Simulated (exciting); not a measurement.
# Ru (P6_3/mmc) in exciting: further runs, part 3 of 3

exciting (release sodium). Earlier steps stand in the parts before.

### Step 6. Band structure, LDA, collinear spin, antiferromagnetic start

Input file input.xml:

```xml
<input>
  <title>Ru</title>
  <structure speciespath="./" tshift="false" cartesian="true">
    <crystal scale="1">
      <basevect>0.000000000000 5.113220948012 0.000000000000</basevect>
      <basevect>-4.428179236217 -2.556610474006 0.000000000000</basevect>
      <basevect>0.000000000000 0.000000000000 8.091618293035</basevect>
    </crystal>
    <species speciesfile="Ru.xml" rmt="2.3">
      <atom coord="-1.476059745258 2.556610474262 6.068713719776" bfcmt="0 0 -8"/>
      <atom coord="-2.952119490959 -0.000000000256 2.022904573259" bfcmt="0 0 8"/>
    </species>
  </structure>
  <groundstate do="fromscratch" ngridk="11 11 6" rgkmax="8" gmaxvr="14" lmaxapw="10" lmaxmat="10" lmaxvr="8" xctype="LDA_PW" stype="Methfessel-Paxton 1" swidth="0.00099958" nempty="28" ValenceRelativity="iora*" epsengy="1e-05" epspot="1e-05" maxscl="90" outputlevel="normal">
    <spin reducebf="0.5"/>
  </groundstate>
  <properties>
    <bandstructure>
      <plot1d>
        <path steps="60">
          <point coord="0 0 0" label="G"/>
          <point coord="0.5 0 0" label="M"/>
          <point coord="0.3333333333 0.3333333333 0" label="K"/>
          <point coord="0 0 0" label="G"/>
          <point coord="0 0 0.5" label="A"/>
          <point coord="0.5 0 0.5" label="L"/>
          <point coord="0.3333333333 0.3333333333 0.5" label="H"/>
          <point coord="0 0 0.5" label="A" breakafter="true"/>
          <point coord="0.5 0 0.5" label="L"/>
          <point coord="0.5 0 0" label="M" breakafter="true"/>
          <point coord="0.3333333333 0.3333333333 0" label="K"/>
          <point coord="0.3333333333 0.3333333333 0.5" label="H"/>
        </path>
      </plot1d>
    </bandstructure>
    <chargedensityplot>
      <plot3d>
        <box grid="14 14 22">
          <origin coord="0 0 0"/>
          <point coord="1 0 0"/>
          <point coord="0 1 0"/>
          <point coord="0 0 1"/>
        </box>
      </plot3d>
    </chargedensityplot>
    <elfplot>
      <plot3d>
        <box grid="14 14 22">
          <origin coord="0 0 0"/>
          <point coord="1 0 0"/>
          <point coord="0 1 0"/>
          <point coord="0 0 1"/>
        </box>
      </plot3d>
    </elfplot>
    <exccplot>
      <plot3d>
        <box grid="14 14 22">
          <origin coord="0 0 0"/>
          <point coord="1 0 0"/>
          <point coord="0 1 0"/>
          <point coord="0 0 1"/>
        </box>
      </plot3d>
    </exccplot>
  </properties>
</input>
```

Potentials or basis: all-electron LAPW+lo, shipped species files, valence relativity iora*.

The run is started by

```
$ OMP_NUM_THREADS=1 exciting_smp
```

INFO.OUT:

```text
================================================================================
EXCITING SODIUM started
[... 10 lines left out ...]

 Lattice vectors (cartesian) :
      0.0000000000      5.1132209480      0.0000000000
     -4.4281792362     -2.5566104740      0.0000000000
      0.0000000000      0.0000000000      8.0916182930

 Reciprocal lattice vectors (cartesian) :
     -0.7094547185      1.2288116182      0.0000000000
[... 90 lines left out ...]
 Kinetic energy                             :      9432.08001460
 Coulomb energy                             :    -18204.96359070
 Exchange energy                            :      -249.86775338
 Correlation energy                         :        -8.25537081
 No external B-field energy in total energy
[... 610 lines left out ...]
 RMS change in effective potential (target) :  0.650141E-07  ( 0.100000E-04)
 Absolute change in total energy   (target) :  0.106403E-05  ( 0.100000E-04)
 Charge distance                   (target) :  0.940579E-09  ( 0.100000E-04)

++++++++++++++++++++++++++++++++++++++++++++++++++++++++++++++++++++++++++++++++
| Convergency criteria checked for the last 2 iterations                       +
| Convergence targets achieved. Performing final SCF iteration                 +
++++++++++++++++++++++++++++++++++++++++++++++++++++++++++++++++++++++++++++++++
 Total energy                               :     -9054.86987221
 _______________________________________________________________
 Fermi energy                               :         0.47874833
 Kinetic energy                             :      9417.76139862
 Coulomb energy                             :    -18213.91178117
 Exchange energy                            :      -250.44590170
 Correlation energy                         :        -8.27358796
 No external B-field energy in total energy
[... 14 lines left out ...]
 Moments :
     interstitial                           :        -0.00000000
     moment in muffin-tin spheres :
                  atom     1    Ru          :         0.00000704
                  atom     2    Ru          :        -0.00000704
     total moment in muffin-tins            :        -0.00000000
     total moment                           :        -0.00000000

++++++++++++++++++++++++++++++++++++++++++++++++++++++++++++++++++++++++++++++++
[... 12 lines left out ...]
| EXCITING SODIUM stopped                                                      =
================================================================================
```

stdout:

```text
Info(rhoplot):
 3D spin-dependent density plot written to RHO3D.xml

Info(potplot):
 3D Coulomb potential plot written to VCL3D.xml
 3D exchange-correlation potential plot written to VXC3D.xml

Info(elfplot): 3D ELF plot written to ELF3D.xml

Info(bandstr):
 band structure plot written to BAND.OUT

 Fermi energy is at zero in plot

 Vertex location lines written to BANDLINES.OUT
```

LINENGY.OUT:

```text
Species :    1 (Ru), atom :    1
 APW functions :
  l =  0, order =  1 :   0.6775000000
  l =  1, order =  1 :    1.227500000
  l =  2, order =  1 :   0.2950000000
  l =  3, order =  1 :   0.1500000000
  l =  3, order =  2 :   0.1500000000
  l =  4, order =  1 :   0.1500000000
[... 11 lines left out ...]
  l = 10, order =  1 :   0.1500000000
  l = 10, order =  2 :   0.1500000000
[... 35 lines left out ...]
 local-orbital functions :
  l.o. =  1, l =  0, order =  1 :   0.6775000000
  l.o. =  1, l =  0, order =  2 :   0.6775000000
  l.o. =  2, l =  1, order =  1 :    1.227500000
  l.o. =  2, l =  1, order =  2 :    1.227500000
  l.o. =  3, l =  2, order =  1 :   0.2950000000
  l.o. =  3, l =  2, order =  2 :   0.2950000000
  l.o. =  4, l =  0, order =  1 :   0.6775000000
  l.o. =  4, l =  0, order =  2 :   0.6775000000
  l.o. =  4, l =  0, order =  3 :   -2.193550000
  l.o. =  5, l =  1, order =  1 :    1.227500000
  l.o. =  5, l =  1, order =  2 :    1.227500000
  l.o. =  5, l =  1, order =  3 :   -1.088200000
```

It took 6.2 min on 1 thread of Arm Neoverse V1, shared host; peak memory 0.16 GiB.

What came out:

- Band gap on the k mesh: none (metal or under the smearing width)
- Net moment: 0.00 μB per cell
- All electrons inside the program's atomic spheres: Ru 42.06 (radii Ru 2.3 bohr)

Levels at the corners of the path, in eV from the Fermi level:
Spin up:
```csv
point,band 14,band 15,band 16,band 17,band 18,band 19
Γ,-1.87,-1.87,-1.34,-1.34,1.25,1.25
M,-1.75,-1.48,1.50,1.93,2.00,4.15
K,-2.80,-1.02,1.08,1.08,1.53,7.13
Γ,-1.87,-1.87,-1.34,-1.34,1.25,1.25
A,-2.72,-2.68,-2.68,0.61,0.61,0.61
L,-1.01,0.51,0.51,1.76,1.76,3.46
H,-2.66,-1.13,-1.13,1.30,1.30,8.53
A,-2.72,-2.68,-2.68,0.61,0.61,0.61
L,-1.01,0.51,0.51,1.76,1.76,3.46
M,-1.75,-1.48,1.50,1.93,2.00,4.15
K,-2.80,-1.02,1.08,1.08,1.53,7.13
H,-2.66,-1.13,-1.13,1.30,1.30,8.53
```
Spin down:
```
point  band 14  band 15  band 16  band 17  band 18  band 19
    Γ    -1.87    -1.87    -1.34    -1.34     1.25     1.25
    M    -1.75    -1.48     1.50     1.93     2.00     4.15
    K    -2.80    -1.02     1.08     1.08     1.53     7.13
    Γ    -1.87    -1.87    -1.34    -1.34     1.25     1.25
    A    -2.72    -2.68    -2.68     0.61     0.61     0.61
    L    -1.01     0.51     0.51     1.76     1.76     3.46
    H    -2.66    -1.13    -1.13     1.30     1.30     8.53
    A    -2.72    -2.68    -2.68     0.61     0.61     0.61
    L    -1.01     0.51     0.51     1.76     1.76     3.46
    M    -1.75    -1.48     1.50     1.93     2.00     4.15
    K    -2.80    -1.02     1.08     1.08     1.53     7.13
    H    -2.66    -1.13    -1.13     1.30     1.30     8.53
```

### Step 7. The runs side by side

```csv
task,level,spin,cell,k mesh,smearing,outputlevel,k point of the masses,reducebf,nempty,maxscl,gap on the mesh (eV),moment (μB)
effective masses,PBEsol (libxc),"collinear, antiferromagnetic start",as given,11 × 11 × 6,gaussian 0.01 eV,high,"[0.0, 0.0, 0.0]",0.5,28,90,none,0.00
optical spectrum,PBE+TS,off,as given,"11 × 11 × 6, shifted",gaussian 0.05 eV,normal,-,-,36,60,-,-
density of states,LDA-GL,off,volume scaled by 1.08,11 × 11 × 6,gaussian 0.05 eV,high,-,-,18,60,none,-
band structure,AM05,"collinear, antiferromagnetic start",volume scaled by 0.96,11 × 11 × 6,gaussian 0.0272 eV,normal,-,0.5,28,90,none,0.00
band structure,LDA,"collinear, antiferromagnetic start",as given,11 × 11 × 6,methfessel-paxton 0.0272 eV,normal,-,0.5,28,90,none,0.00
```

Alike in all rows: potentials or basis all-electron LAPW+lo, shipped species files, valence relativity iora*; rgkmax 8.

Caveats: the masses are finite differences along the axes, which mix bands that are degenerate at the k point (some runs); the dispersion energy is computed afterwards and isn't part of the total energy (some runs); the intraband (Drude) term of the metal is left out (some runs); spectra need much finer meshes, so this one isn't converged (some runs); independent-particle spectra lack excitons (some runs).

Compare energies only between runs with the same functional and basis.
